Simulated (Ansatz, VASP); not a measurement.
# Cr in VASP and in Ansatz

File INCAR:

```
SYSTEM = Cr
ALGO = Fast
EDIFF = 1E-6
ENCUT = 520
GGA = PS
ISIF = 2
ISMEAR = 0
LASPH = .True.
LCHARG = .True.
LELF = .True.
LREAL = .False.
LVHAR = .True.
LWAVE = .False.
NBANDS = 12
NELM = 80
PREC = Accurate
SIGMA = 0.15
```

KPOINTS

```
k-points
0
Gamma
  24 24 24
  0 0 0
```

File POSCAR:

```
Cr
1.0
   -1.4779987500      1.4779987500      1.5140475000
    1.4779987500     -1.4779987500      1.5140475000
    1.4779987500      1.4779987500     -1.5140475000
Cr
1
Direct
    0.0000000000      0.0000000000      0.0000000000
```

Input for Ansatz:

```yaml
crystal:
  lattice:
    - [-1.47799875, 1.47799875, 1.5140475]
    - [1.47799875, -1.47799875, 1.5140475]
    - [1.47799875, 1.47799875, -1.5140475]
  atoms:
    - { symbol: Cr, position: [0.0, 0.0, 0.0] }
basis:
  ecutwfc: 420
kpoints:
  mp_grid: { grid: [24, 24, 24] }
hamiltonian:
  xc: pbesol
scf:
  occupations: { method: gaussian, width: 0.15 }
output:
  forces: true
  stress: true
  eigenvalues: true
```

Change from the starting cell: strain +0.025 along x and y, +0.050 along z, atoms carried along.

Alike in both runs: task single point; functional PBEsol; k mesh 24 × 24 × 24; occupations gaussian, width 0.15 eV; no spin polarisation.

|  | VASP | Ansatz |
| --- | --- | --- |
| version | VASP 6.6.1 | Ansatz 0.2.0 |
| potentials or method | VASP PAW PBE potentials, release 64 (Cr_pv) | scalar-relativistic, plane waves, PAW |
| plane-wave cutoff (eV) | 520 | 420 |
| valence electrons in the cell | 12 | 14 |

|  | VASP | Ansatz | Ansatz less VASP |
| --- | --- | --- | --- |
| gap on the k mesh at the Fermi level (eV) | none | none | - |
| pressure (GPa) | -33.6 | -33.4 | +0.19 |
| largest component of the traceless stress (GPa) | 3.96 | 3.99 | +0.031 |

A gap of «none» marks a metal or a gap that the smearing closes. With one functional, cell and mesh, what is left measures potentials, basis and numerics. The two sets of potentials don't hold the same shells in valence.

Caveats: the cell as given lies far from equilibrium; so large a pressure means that the cell lies far from this level's equilibrium, or that cutoff or potentials fall short (VASP); the potentials were made for another functional, which shifts forces and pressure (VASP); the run has no spin polarisation, though such a crystal can be magnetic. Spin polarisation is off, so any magnetic state and its effect on volume and gap are missing.
